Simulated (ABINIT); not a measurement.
# ZnSe (Stilleite) (F-43m) in ABINIT: further runs, part 2 of 2

ABINIT 10.8.3 (patched build).

### 3 Single point, PBEsol

The input, run.abi:

```
# Pseudopotentials
pp_dirpath "./"
pseudos "Se.upf, Zn.upf"

# Structure
acell 3*1.0
rprim
     0.0000000000     5.3551058920     5.3551058920
     5.3551058920     0.0000000000     5.3551058920
     5.3551058920     5.3551058920     0.0000000000
ntypat 2
znucl 34 30
natom 2
typat 1 2
xcart
     4.2507000000     4.2507000000     4.2507000000
     0.0000000000     0.0000000000     0.0000000000 Angstrom

# Plane-wave basis
ecut 39.0

# k points
kptopt 1
ngkpt 6 6 6
nshiftk 1
shiftk 0.0 0.0 0.0

# Exchange and correlation
ixc -116133

# Bands and occupations
nband 22
occopt 3
tsmear 0.00183747

# SCF cycle
nstep 100
tolvrs 1.0e-10

# Output
iomode 3
prtwf 0
prtden 0
prteig 0
prtebands 0
```

Potentials or basis: PseudoDojo NC SR PBEsol v0.4.1 standard.

Launch:

```
mpirun --bind-to none -np 4 abinit run.abi > log 2>&1
```

run.abo:

```text
.Version 10.8.3 of ABINIT
 Symmetries : space group F-4 3 m (#216); Bravais cF (face-center cubic)
================================================================================
 Values of the parameters that define the memory need of the present run
     intxc =       0    ionmov =       0      iscf =       7    lmnmax =       6
     lnmax =       6     mgfft =      45  mpssoang =       3    mqgrid =    3001
     natom =       2  nloc_mem =       1    nspden =       1   nspinor =       1
    nsppol =       1      nsym =      24    n1xccc =    2501    ntypat =       2
    occopt =       3   xclevel =       2
       mpw =        3593          nfft =       91125          nkpt =          16
================================================================================
================================================================================

--------------------------------------------------------------------------------
------------- Echo of variables that govern the present computation ------------
--------------------------------------------------------------------------------
 -outvars: echo values of preprocessed input variables --------
            acell      1.0000000000E+00  1.0000000000E+00  1.0000000000E+00 Bohr
              amu      7.89600000E+01  6.53900000E+01
             ecut      3.90000000E+01 Hartree
              ixc     -116133
         kptrlatt        6    0    0      0    6    0      0    0    6
          kptrlen      4.54395803E+01
            natom           2
            nband          22
            ngfft          45      45      45
             nkpt          16
[... 167 lines left out ...]
comment             : Components of total free energy in Hartree
kinetic             :  1.70667691234609E+02
hartree             :  1.24817246689787E+02
xc                  : -4.62268965310261E+01
Ewald energy        : -1.64371564841345E+02
psp_core            :  6.53475315883779E+00
local_psp           : -3.20969896691563E+02
non_local_psp       : -1.00526272455939E+02
internal            : -3.30074939436640E+02
'-kT*entropy'       : -6.48192865452357E-09
total_energy        : -3.30074939443122E+02
total_energy_eV     : -8.98179666730558E+03
band_energy         : -4.33049239452247E+01
...

 Cartesian components of stress tensor (hartree/bohr^3)
  sigma(1 1)=  5.48621681E-05  sigma(3 2)=  0.00000000E+00
  sigma(2 2)=  5.48621681E-05  sigma(3 1)=  0.00000000E+00
  sigma(3 3)=  5.48621681E-05  sigma(2 1)=  0.00000000E+00

-Cartesian components of stress tensor (GPa)         [Pressure= -1.6141E+00 GPa]
- sigma(1 1)=  1.61410071E+00  sigma(3 2)=  0.00000000E+00
- sigma(2 2)=  1.61410071E+00  sigma(3 1)=  0.00000000E+00
- sigma(3 3)=  1.61410071E+00  sigma(2 1)=  0.00000000E+00

== END DATASET(S) ==============================================================
================================================================================

 -outvars: echo values of variables after computation  --------
            acell      1.0000000000E+00  1.0000000000E+00  1.0000000000E+00 Bohr
           etotal     -3.3007493944E+02
            fcart      4.1180818498E-25  4.1180818498E-25 -1.2354245549E-24
                      -4.1180818498E-25 -4.1180818498E-25  1.2354245549E-24
            rprim      0.0000000000E+00  5.3551058920E+00  5.3551058920E+00
                       5.3551058920E+00  0.0000000000E+00  5.3551058920E+00
                       5.3551058920E+00  5.3551058920E+00  0.0000000000E+00
           strten      5.4862168081E-05  5.4862168081E-05  5.4862168081E-05
                       0.0000000000E+00  0.0000000000E+00  0.0000000000E+00
           xangst      4.2507000000E+00  4.2507000000E+00  4.2507000000E+00
                       2.8555512979E-09  2.8555515339E-09  2.8555515339E-09
             xred      7.5000000050E-01  7.5000000050E-01  7.5000000050E-01
                       5.0383791583E-10  5.0383783257E-10  5.0383783257E-10
 Calculation completed.
```

Run time: 18 s. Hardware: 4 MPI ranks of Intel Xeon Platinum 8488C (Sapphire Rapids), shared host; peak memory 0.32 GiB.

What came out:

```
Free energy                                           : -8981.7967 eV
Pressure                                              : -1.6 GPa
Band gap on the k mesh                                : 1.17 eV, direct
Valence electrons inside the program's atomic spheres : Se 13.25; Zn 18.12
```

Levels at points of the mesh, in eV from the valence-band top:
```tsv
k point	band 16	band 17	band 18	band 19	band 20	band 21
(0.00, 0.00, 0.00)	0.00	0.00	0.00	1.17	5.75	5.75
(0.50, 0.00, 0.00)	-5.27	-0.87	-0.87	2.45	6.32	6.32
(0.50, 0.50, 0.00)	-4.78	-2.20	-2.20	2.85	3.38	10.59
```

### 4 Single point, PBE

The input, run.abi:

```
pp_dirpath "./"
pseudos "Se_ONCV_PBE-1.2.upf, Zn_ONCV_PBE-1.2.upf"

acell 4.0075983931 4.0075983931 4.0075983931 Angstrom
rprim
     0.0000000000     0.7071067812     0.7071067812
     0.7071067812     0.0000000000     0.7071067812
     0.7071067812     0.7071067812     0.0000000000
ntypat 2
znucl 34 30
natom 2
typat 1 2
xred
     0.7500000000     0.7500000000     0.7500000000
     0.0000000000     0.0000000000     0.0000000000

ecut 39.0

kptopt 1
ngkpt 6 6 6
nshiftk 1
shiftk 0.0 0.0 0.0

ixc 11

nband 17
occopt 3
tsmear 0.05 eV

nstep 100
tolvrs 1.0e-10

iomode 3
prtwf 0
prtden 0
prteig 0
prtebands 0
prtvol 2
```

Potentials or basis: SG15 NC PBE v1.2.

Launch:

```
mpirun --bind-to none -np 4 abinit run.abi > log 2>&1
```

run.abo:

```text
.Version 10.8.3 of ABINIT
 Symmetries : space group F-4 3 m (#216); Bravais cF (face-center cubic)
================================================================================
 Values of the parameters that define the memory need of the present run
     intxc =       0    ionmov =       0      iscf =       7    lmnmax =       6
     lnmax =       6     mgfft =      45  mpssoang =       3    mqgrid =    3001
     natom =       2  nloc_mem =       1    nspden =       1   nspinor =       1
    nsppol =       1      nsym =      24    n1xccc =       0    ntypat =       2
    occopt =       3   xclevel =       2
       mpw =        3593          nfft =       91125          nkpt =          16
================================================================================
================================================================================

--------------------------------------------------------------------------------
------------- Echo of variables that govern the present computation ------------
--------------------------------------------------------------------------------
 -outvars: echo values of preprocessed input variables --------
            acell      7.5732633856E+00  7.5732633856E+00  7.5732633856E+00 Bohr
              amu      7.89600000E+01  6.53900000E+01
             ecut      3.90000000E+01 Hartree
              ixc          11
         kptrlatt        6    0    0      0    6    0      0    0    6
          kptrlen      4.54395803E+01
            natom           2
            nband          17
            ngfft          45      45      45
             nkpt          16
            nstep         100
             nsym          24
[... 358 lines left out ...]
hartree             :  8.97550847165326E+01
xc                  : -2.03113388440854E+01
Ewald energy        : -1.02307243767790E+02
psp_core            :  3.49024130842629E+00
local_psp           : -2.04280139088999E+02
non_local_psp       : -6.43235233157416E+01
internal            : -2.09672074722042E+02
'-kT*entropy'       : -2.42050005173166E-09
total_energy        : -2.09672074724463E+02
total_energy_eV     : -5.70546781032354E+03
band_energy         : -2.72758869524259E+01
...

 Cartesian components of stress tensor (hartree/bohr^3)
  sigma(1 1)= -7.13651264E-05  sigma(3 2)=  0.00000000E+00
  sigma(2 2)= -7.13651264E-05  sigma(3 1)=  0.00000000E+00
  sigma(3 3)= -7.13651264E-05  sigma(2 1)=  0.00000000E+00

-Cartesian components of stress tensor (GPa)         [Pressure=  2.0996E+00 GPa]
- sigma(1 1)= -2.09963451E+00  sigma(3 2)=  0.00000000E+00
- sigma(2 2)= -2.09963451E+00  sigma(3 1)=  0.00000000E+00
- sigma(3 3)= -2.09963451E+00  sigma(2 1)=  0.00000000E+00

== END DATASET(S) ==============================================================
================================================================================

 -outvars: echo values of variables after computation  --------
            acell      7.5732633856E+00  7.5732633856E+00  7.5732633856E+00 Bohr
           etotal     -2.0967207472E+02
            fcart     -0.0000000000E+00 -0.0000000000E+00 -0.0000000000E+00
                      -0.0000000000E+00 -0.0000000000E+00 -0.0000000000E+00
            rprim      0.0000000000E+00  7.0710678120E-01  7.0710678120E-01
                       7.0710678120E-01  0.0000000000E+00  7.0710678120E-01
                       7.0710678120E-01  7.0710678120E-01  0.0000000000E+00
           strten     -7.1365126448E-05 -7.1365126448E-05 -7.1365126448E-05
                       0.0000000000E+00  0.0000000000E+00  0.0000000000E+00
           xangst      4.2507000001E+00  4.2507000001E+00  4.2507000001E+00
                       0.0000000000E+00  0.0000000000E+00  0.0000000000E+00
             xred      7.5000000000E-01  7.5000000000E-01  7.5000000000E-01
                       0.0000000000E+00  0.0000000000E+00  0.0000000000E+00
 Calculation completed.
```

It took 12 s on 4 MPI ranks of Arm Neoverse V1, shared host; peak memory 0.32 GiB.

What came out:

```yaml
Free_energy: -5705.4678 eV
Pressure: 2.1 GPa
Band_gap_on_the_k_mesh: 1.27 eV, direct
Valence_electrons_inside_the_program's_atomic_spheres: Se 3.28; Zn 18.13
```

### 5 The runs side by side

```csv
level,potentials or basis,gap on the mesh (eV),pressure (GPa)
PBE,PseudoDojo NC SR PBE v0.4.1 standard,1.29,1.7
PBEsol,PseudoDojo NC SR PBEsol v0.4.1 standard,1.17,-1.6
PBE,SG15 NC PBE v1.2,1.27,2.1
```

Alike in all rows: task single point; no spin polarisation; cell as given; k mesh 6 × 6 × 6; cutoff (eV) 1061; smearing fermi-dirac 0.05 eV.

Total energies depend on the potentials used, so only differences within one code and one set of settings carry meaning.

### 6 Comparison with measurements

Step 2. Against the measured gap of ZnSe, 2.695 eV (an exciton energy, a little under the gap; 300 K; “Alloy Disordering Effects on the Thermal Conductivity and Energy Gap Temperature Dependence of Cd1−xZnxSe Ternary Crystals Grown by the Bridgman Method”, 2023, pmc:10253836), the calculated 1.29 eV is off by -1.41 eV. So large a miss can be the level of theory's own, or it may mean another phase, state or a wrong row. Spin-orbit coupling on Se is left out. The value is that of PBE, without temperature or zero-point motion. Semilocal functionals fall short of measured gaps as a rule.

Step 3. Against the measured gap of ZnSe, 2.695 eV (an exciton energy, a little under the gap; 300 K; “Alloy Disordering Effects on the Thermal Conductivity and Energy Gap Temperature Dependence of Cd1−xZnxSe Ternary Crystals Grown by the Bridgman Method”, 2023, pmc:10253836), the calculated 1.17 eV is off by -1.53 eV. So large a miss can be the level of theory's own, or it may mean another phase, state or a wrong row. Spin-orbit coupling on Se is left out. The value is that of PBEsol, without temperature or zero-point motion. Semilocal functionals fall short of measured gaps as a rule.

Step 4. A measured gap of ZnSe is 2.695 eV (an exciton energy, a little under the gap; 300 K; “Alloy Disordering Effects on the Thermal Conductivity and Energy Gap Temperature Dependence of Cd1−xZnxSe Ternary Crystals Grown by the Bridgman Method”, 2023, pmc:10253836); the calculated 1.27 eV misses it by -1.42 eV. So large a miss can be the level of theory's own, or it may mean another phase, state or a wrong row. Spin-orbit coupling on Se is left out. The value is that of PBE, without temperature or zero-point motion. Semilocal functionals fall short of measured gaps as a rule.
